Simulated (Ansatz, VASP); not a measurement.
Au: VASP beside Ansatz

File INCAR:

```
SYSTEM = Au
PREC     = Accurate       ! precision mode
ENCUT    = 520            ! plane-wave cutoff, eV
EDIFF    = 1E-6           ! SCF threshold, eV
ISMEAR   = -1             ! smearing method
SIGMA    = 0.1            ! smearing width, eV
LREAL    = .False.        ! projectors in reciprocal space
LASPH    = .True.         ! aspherical terms in the spheres
NELM     = 80             ! most SCF steps
ALGO     = Normal         ! electronic algorithm
ISIF     = 2              ! what is computed and relaxed
LWAVE    = .False.        ! write WAVECAR
LCHARG   = .False.        ! write CHGCAR
GGA      = RE             ! functional
NBANDS   = 12             ! bands
```

KPOINTS

```
regular mesh
0
Gamma
  13 13 13
  0 0 0
```

File POSCAR:

```
Au
1.0
    2.6543702258      0.0000000000      0.0000000000
    0.0000000000      2.6543702258      0.0000000000
    0.0000000000      0.0000000000      2.6543702258
Au
1
Direct
    0.0000000000      0.0000000000      0.0000000000
```

Input for Ansatz:

```yaml
crystal:
  lattice:
    - [2.6543702258, 0.0, 0.0]
    - [0.0, 2.6543702258, 0.0]
    - [0.0, 0.0, 2.6543702258]
  atoms:
    - { symbol: Au, position: [0.0, 0.0, 0.0] }
hamiltonian:
  xc: revpbe
  pseudopotentials:
    kind: paw
    azcp:
      Au: "pseudopotentials/Au.paw.azcp"
basis:
  ecutwfc: 420
  fft_grid_basis: typed
kpoints:
  mp_grid: { grid: [13, 13, 13], shift: [0, 0, 0] }
magnetization:
  spin_polarized: false
scf:
  occupations: { method: fermi_dirac, width: 0.1 }
  lower_state_search: "off"
output:
  stress: true
```

Alike in both runs: task single point; functional revPBE; k mesh 13 × 13 × 13; occupations fermi-dirac, width 0.1 eV; no spin polarisation.

|  | VASP | Ansatz |
| --- | --- | --- |
| version | VASP 6.6.1 | Ansatz 0.2.0 |
| potentials or method | VASP PAW PBE potentials, release 64 (Au) | plane waves (420 eV) with PAW, scalar-relativistic |
| plane-wave cutoff (eV) | 520 | 420 |
| valence electrons in the cell | 11 | 19 |

VASP gave:

* pressure (GPa): 17.1

**Question.** Which values does Ansatz return?

**Answer.** Pressure (GPa): 17.4.

The two sets of potentials don't hold the same shells in valence.

Caveats: so large a pressure means that the cell lies far from this level's equilibrium, or that cutoff or potentials fall short (VASP); the potentials were made for another functional, which shifts forces and pressure (VASP). The runs have no spin-orbit coupling, so splittings on Au are missing.
